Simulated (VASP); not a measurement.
# BAs (F-43m) in VASP: a series of runs

The runs below take BAs through dielectric tensor, phonons, with PBE, PBEsol.

All numbers are computed with VASP 6.6.1; they aren't measurements. Logs are shortened: lines on timing, memory, paths and dates and some standing lists are left out, and cuts for length are marked.

## (1) The structure

The structure is cubic, space group F-43m (No. 216). Conventional cell: a = 4.634 Å, b = 4.634 Å, c = 4.634 Å, α = 90.00°, β = 90.00°, γ = 90.00°. Around B (site symmetry -43m) lie 4 As at 2.01 Å. As (site symmetry -43m) is surrounded by 4 B at 2.01 Å.

## (2) Dielectric tensor, PBE

File INCAR:

```
PREC     = Accurate       # precision mode
ENCUT    = 600            # plane-wave cutoff, eV
EDIFF    = 1E-8           # SCF threshold, eV
ISMEAR   = 0              # smearing method
SIGMA    = 0.03           # smearing width, eV
LREAL    = False          # projectors in reciprocal space
LASPH    = True           # aspherical terms in the spheres
NELM     = 80             # most SCF steps
ALGO     = Normal         # electronic algorithm
ISIF     = 2              # what is computed and relaxed
LWAVE    = False          # write WAVECAR
LCHARG   = False          # write CHGCAR
GGA      = PE             # functional
LEPSILON = True           # dielectric tensor by DFPT
```

File KPOINTS:

```
Automatic mesh
0
Monkhorst-Pack
  16 16 16
```

File POSCAR:

```
BAs                                     
1.0
   -0.0000000000      2.3169370121      2.3169370121
    2.3169370121     -0.0000000000      2.3169370121
    2.3169370121      2.3169370121      0.0000000000
  B               As            
     1     1
Direct
     0.0000000000000000    0.0000000000000000    0.0000000000000000
     0.2500000000000000    0.2500000000000000    0.2500000000000000
```

Potentials or basis: VASP PAW PBE potentials, release 64 (B, As).

On the command line:

```bash
> cat potpaw_PBE.64/B/POTCAR potpaw_PBE.64/As/POTCAR > POTCAR
> mpirun -np 1 vasp_std > vasp.out
```

OUTCAR:

```text
PREC = Accurate
   ENCUT = 600
   EDIFF = 1E-8
   ISMEAR = 0
   LREAL = False
   LASPH = True
   NELM = 80
   ISIF = 2
   GGA = PE
   LEPSILON = True

 ion  position               nearest neighbor table
   1  0.000  0.000  0.000-   2 2.01   2 2.01   2 2.01   2 2.01
   2  0.250  0.250  0.250-   1 2.01   1 2.01   1 2.01   1 2.01

  LATTYP: Found a face centered cubic cell.
 ALAT       =     4.6338740242

  Lattice vectors:

 A1 = (   0.0000000000,   2.3169370121,   2.3169370121)
 A2 = (   2.3169370121,   0.0000000000,   2.3169370121)
 A3 = (   2.3169370121,   2.3169370121,   0.0000000000)

Analysis of symmetry for initial positions (statically):
=====================================================================
 Subroutine PRICEL returns:
 Original cell was already a primitive cell.

 Routine SETGRP: Setting up the symmetry group for a
 face centered cubic supercell.

 Subroutine GETGRP returns: Found 24 space group operations
 (whereof 24 operations were pure point group operations)
 out of a pool of 48 trial point group operations.

The static configuration has the point symmetry T_d .

Analysis of symmetry for dynamics (positions and initial velocities):
=====================================================================
 Subroutine PRICEL returns:
 Original cell was already a primitive cell.

 Routine SETGRP: Setting up the symmetry group for a
 face centered cubic supercell.

 Subroutine GETGRP returns: Found 24 space group operations
 (whereof 24 operations were pure point group operations)
 out of a pool of 48 trial point group operations.

The dynamic configuration has the point symmetry T_d .

 Subroutine INISYM returns: Found 24 space group operations
 (whereof 24 operations are pure point group operations),
 and found     1 'primitive' translations

----------------------------------------------------------------------------------------

                                     Primitive cell

  volume of cell :      24.8755

  direct lattice vectors                    reciprocal lattice vectors
     0.000000000  2.316937012  2.316937012    -0.215802155  0.215802155  0.215802155
     2.316937012  0.000000000  2.316937012     0.215802155 -0.215802155  0.215802155
     2.316937012  2.316937012  0.000000000     0.215802155  0.215802155 -0.215802155

  length of vectors
     3.276643746  3.276643746  3.276643746     0.373780297  0.373780297  0.373780297

  position of ions in fractional coordinates (direct lattice)
     0.000000000  0.000000000  0.000000000
     0.250000000  0.250000000  0.250000000

  ion indices of the primitive-cell ions
   primitive index   ion index
                 1           1
                 2           2

----------------------------------------------------------------------------------------

 KPOINTS: Automatic mesh

Automatic generation of k-mesh.
 Grid dimensions read from file:
 generate k-points for:   16   16   16

 Generating k-lattice:

  Cartesian coordinates                     Fractional coordinates (reciprocal lattice)
    -0.013487635  0.013487635  0.013487635     0.062500000  0.000000000  0.000000000
     0.013487635 -0.013487635  0.013487635     0.000000000  0.062500000  0.000000000
     0.013487635  0.013487635 -0.013487635     0.000000000  0.000000000  0.062500000

  Length of vectors
     0.023361269  0.023361269  0.023361269

  Shift w.r.t. Gamma in fractional coordinates (k-lattice)
     0.500000000  0.500000000  0.500000000

 Subroutine IBZKPT returns following result:
 ===========================================

 Found    408 irreducible k-points:

 Following reciprocal coordinates:
            Coordinates               Weight
  0.031250  0.031250  0.031250      8.000000
[... 71 lines left out ...]
   LEPSILON=     T    determine dielectric tensor
   LRPA    =     F    only Hartree local field effects (RPA)
 non-spin polarized calculation
 Gauss-broadening in eV      SIGMA  =   0.03
  energy-cutoff  :      600.00
  volume of cell :       24.88
 maximum number of plane-waves:       869
   NGX = 13   NGY = 13   NGZ = 13

--------------------------------------- Ionic step        1  -------------------------------------------

 number of electron       8.0000000 magnetization

 E-fermi :   7.3334     XC(G=0): -10.9841

 val. band max:        7.1345626793   @ k =   0.0312   0.0312   0.0312
 cond. band min:       8.3165034185   @ k =   0.4062   0.4062   0.0312
 fundamental gap:      1.1819407392
 Fermi energy:         7.3333524345

 k-point     1 :       0.0312    0.0312    0.0312
  band No.  band energies     occupation
      1      -9.0786      2.00000
      2       6.9903      2.00000
      3       7.1346      2.00000
      4       7.1346      2.00000
      5      10.6200      0.00000
      6      10.6200      0.00000
      7      10.6363      0.00000
      8      13.1183      0.00000
[... 243 lines left out ...]
 k-point    24 :      -0.4688    0.0938    0.0312
  band No.  band energies     occupation
      1      -5.7899      2.00000
      2      -2.2112      2.00000
      3       4.5101      2.00000
      4       4.9645      2.00000
      5      10.8204      0.00000
      6      11.9291      0.00000
      7      12.5348      0.00000
      8      16.5658      0.00000

 [... further k-points ...]

  FORCE on cell =-STRESS in cart. coord.  units (eV):
  Direction    XX          YY          ZZ          XY          YZ          ZX
  --------------------------------------------------------------------------------------
  -------------------------------------------------------------------------------------
  Total        3.0141490      3.0141490      3.0141490      0.0000000      0.0000000     -0.0000000
  in kB      194.1344545    194.1344545    194.1344545      0.0000000      0.0000000     -0.0000000
  external PRESSURE =     194.1344545 kB  Pullay stress =       0.0000000 kB

 VOLUME and BASIS-vectors are now :
 -----------------------------------------------------------------------------
  energy-cutoff  :      600.00
  volume of cell :       24.88
      direct lattice vectors                 reciprocal lattice vectors
     0.000000000  2.316937012  2.316937012    -0.215802155  0.215802155  0.215802155
     2.316937012  0.000000000  2.316937012     0.215802155 -0.215802155  0.215802155
     2.316937012  2.316937012  0.000000000     0.215802155  0.215802155 -0.215802155

 POSITION                                       TOTAL-FORCE (eV/Angst)
 -----------------------------------------------------------------------------------
      0.00000      0.00000      0.00000         0.000000      0.000000      0.000000
      1.15847      1.15847      1.15847        -0.000000     -0.000000     -0.000000
 -----------------------------------------------------------------------------------
    total drift:                               -0.000000     -0.000000     -0.000000

  FREE ENERGIE OF THE ION-ELECTRON SYSTEM (eV)
  ---------------------------------------------------
  free  energy   TOTEN  =       -11.2465302890 eV

  energy  without entropy=      -11.2465302890  energy(sigma->0) =      -11.24653029

 HEAD OF MICROSCOPIC STATIC DIELECTRIC TENSOR (INDEPENDENT PARTICLE, excluding Hartree and local field effects)
 ------------------------------------------------------
           9.721369     0.000000    -0.000000
          -0.000000     9.721369     0.000000
           0.000000     0.000000     9.721369
 ------------------------------------------------------

 Free energy of the ion-electron system (eV)
  ---------------------------------------------------
  ---------------------------------------------------
  free energy    TOTEN  =        -0.62364241 eV

  energy without entropy =       -0.62364241

------------------------ aborting loop because EDIFF is reached ----------------------------------------

--------------------------------------- Ionic step        2  -------------------------------------------

------------------------ aborting loop because EDIFF is reached ----------------------------------------

--------------------------------------- Ionic step        3  -------------------------------------------

 Free energy of the ion-electron system (eV)
  ---------------------------------------------------
  ---------------------------------------------------
  free energy    TOTEN  =        -0.62364215 eV

  energy without entropy =       -0.62364215

------------------------ aborting loop because EDIFF is reached ----------------------------------------

 PIEZOELECTRIC TENSOR FIELD DIRECTION 3  (e Angst)
 -----------------------------------------------------------------------------
    -0.00079  0.34264  0.00000           ( -0.00000  0.09463  0.00000)
     0.34264 -0.00079  0.00000           (  0.09463 -0.00000  0.00000)
     0.00000  0.00000  0.00105           (  0.00000  0.00000 -0.00000)

 PIEZOELECTRIC TENSOR FIELD DIRECTION 3  (C/m^2)
 -----------------------------------------------------------------------------
    -0.00051  0.22069  0.00000
     0.22069 -0.00051  0.00000
     0.00000  0.00000  0.00068

 MACROSCOPIC STATIC DIELECTRIC TENSOR (including local field effects in DFT)
 ------------------------------------------------------
           9.449267     0.000000    -0.000000
           0.000000     9.449267    -0.000000
          -0.000000     0.000000     9.449267
 ------------------------------------------------------

 PIEZOELECTRIC TENSOR (including local field effects)  for field in x, y, z        (e  Angst)
          XX          YY          ZZ          XY          YZ          ZX
  --------------------------------------------------------------------------------
  x     0.00000     0.00000    -0.00000     0.00000     0.34177     0.00000
  y     0.00000     0.00000    -0.00000    -0.00000    -0.00000     0.34177
  z     0.00000     0.00000    -0.00000     0.34177     0.00000     0.00000

 PIEZOELECTRIC TENSOR (including local field effects)  for field in x, y, z        (C/m^2)
          XX          YY          ZZ          XY          YZ          ZX
  --------------------------------------------------------------------------------
  x     0.00000     0.00000    -0.00000     0.00000     0.22012     0.00000
  y     0.00000     0.00000    -0.00000    -0.00000    -0.00000     0.22012
  z     0.00000     0.00000    -0.00000     0.22012     0.00000     0.00000

 BORN EFFECTIVE CHARGES (including local field effects) (in |e|, cummulative output)
 ---------------------------------------------------------------------------------
 ion    1
    1    -0.80293    -0.00000     0.00000
    2    -0.00000    -0.80293    -0.00000
    3     0.00000    -0.00000    -0.80293
 ion    2
    1     0.80293     0.00000     0.00000
    2     0.00000     0.80293     0.00000
    3    -0.00000     0.00000     0.80293
```

It took 19 min on 1 thread of Intel Xeon Platinum 8488C (Sapphire Rapids), shared host; peak memory 1.3 GiB.

What came out:

```
Electronic dielectric tensor (diagonal) : 9.45
Born charges (mean of the diagonal)     : B -0.80; As +0.80 e
```

Electronic dielectric tensor:
```
9.45 0.00 0.00
0.00 9.45 0.00
0.00 0.00 9.45
```

Born effective charge tensors (e):
atom 1, B
```
-0.80  0.00  0.00
 0.00 -0.80  0.00
 0.00  0.00 -0.80
```
atom 2, As
```
0.80 0.00 0.00
0.00 0.80 0.00
0.00 0.00 0.80
```

[end of part 1 of 2]
